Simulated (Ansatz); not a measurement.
## Zone-centre phonons of MoP at 35 GPa: input and output

Theory: DFT PBE, scalar-relativistic, plane waves, PAW in Ansatz.

Launched with:
```bash
ansatz run input.yaml --threads 1 --pin off --max-ram 3072MiB --backend cpu --events-out ev --progress --plain --runs-dir out
```

Input (bare energies are in eV):
```yaml
crystal:
  lattice:
    - [3.0834380122, 0.0, 0.0]
    - [-1.5417190061, 2.6703356496, 0.0]
    - [0.0, 0.0, 3.1196210769]
  atoms:
    - { symbol: Mo, position: [0.0, 0.0, 0.0] }
    - { symbol: P, position: [0.3333333333, 0.6666666667, 0.5] }
basis:
  ecutwfc: 420
kpoints:
  mp_grid: { grid: [18, 18, 14] }
hamiltonian:
  xc: pbe
scf:
  occupations: { method: fermi_dirac, width: 0.15 }
output:
  eigenvalues: true
phonons:
  method: dfpt
  eigenvectors: true
```

Results section of the output:
```
--- Phonons (Γ-DFPT): 4 representative perturbations + reference, on 728 of 4536 k-points (Σ response iterations 12) ---
  k mesh reduced under 4 symmetry operations, with k and −k counted as one. Each operation leaves every solved displacement unchanged or reverses it
  ASR residual: 1.045e-3 → 0.000e0 eV/Å²; symmetrization residual: 3.873e-6 eV/Å²
  ASR residual per site (eV/Å²): 1.05e-3 8.82e-6
  Γ frequencies (cm⁻¹): 0.00 0.00 0.00 464.26 464.26 490.25
  non-analytic LO–TO correction: not included (Born effective charges unavailable; polar crystals: no LO–TO splitting at Γ)
```

Time: 110 s on 1 thread of AMD EPYC 7R43 64-Core Processor (Zen 3), with other jobs on the host, peak memory 1.1 GiB.

In a metal, frequencies and elastic constants depend on the k mesh and the smearing, soft modes and shear constants most. Other phases may be more stable at this pressure.